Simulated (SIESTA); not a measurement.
SiS2:

```
CELL_PARAMETERS angstrom
-2.78200 4.77250 2.77600
2.78200 -4.77250 2.77600
2.78200 4.77250 -2.77600
ATOMIC_POSITIONS crystal
S 0.38180 0.70880 0.09060
S 0.61820 0.29120 0.90940
S 0.88180 0.79120 0.67300
S 0.11820 0.20880 0.32700
Si 0.25000 0.25000 0.00000
Si 0.75000 0.75000 0.00000
```

Base run:

| Property | Result |
| --- | --- |
| Program | SIESTA 5.4.2 |
| Functional | PBEsol |
| Potentials or basis | PseudoDojo 0.4 standard (PBEsol files) |
| Basis | DZP (energy shift 0.003 Ry) |
| Grid cutoff | 500 Ry |
| Energy shift | 0.003 Ry |
| k mesh | 7 × 7 × 7 |
| Occupations | fermi-dirac, width 0.05 eV |
| Spin | no spin polarisation |

Its results: band gap on the k mesh 2.68 eV, indirect (least direct gap 3.08 eV); pressure 2.3 GPa; largest force 0.654 eV/Å.

Task: The run is repeated on the same cell with these changes: functional from PBEsol to PBE; potentials or basis from PseudoDojo 0.4 standard (PBEsol files) to PseudoDojo 0.4 standard (PBE files). What comes out?

Result: Band gap on the k mesh 2.76 eV, indirect (least direct gap 3.14 eV); pressure 3.8 GPa; largest force 0.764 eV/Å.

Caveats: the basis of atomic orbitals isn't converged, which shifts pressures, moduli and gaps.
